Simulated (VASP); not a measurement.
Input of a VASP 6.6.1 run:

Contents of INCAR:

```
ALGO = Fast
EDIFF = 1E-6
ENCUT = 520
GGA = PS
ISIF = 2
ISMEAR = 0
LASPH = T
LCHARG = F
LREAL = F
LWAVE = F
NELM = 100
PREC = Accurate
SIGMA = 0.1
```

The input KPOINTS:

```
k-points
0
Gamma
  15 15 15
```

File POSCAR:

```
As
1.0
    1.8797500000      1.0852741700      3.4857666700
   -1.8797500000      1.0852741700      3.4857666700
    0.0000000000     -2.1705483400      3.4857666700
As
2
Direct
    0.2275400000      0.2275400000      0.2275400000
    0.7724600000      0.7724600000      0.7724600000
```

Potentials or basis: VASP PAW PBE potentials, release 64 (As).

The run is started by

```console
$ cat potpaw_PBE.64/As/POTCAR > POTCAR
$ mpirun -np 1 vasp_std > vasp.out
```

Problem. Predict the largest force.

Solution. 0.238 eV/Å.

Problem. Estimate the band gap on the k mesh.

Solution. None (metal or under the smearing width).

Problem. What does it give for the pressure?

Solution. 0.5 GPa.

Stress tensor (GPa, compression positive):
```
 0.95  0.00  0.00
 0.00  0.95  0.00
 0.00  0.00 -0.29
```

Caveat: the PAW data sets were made with another functional, which shifts forces and pressure a little.
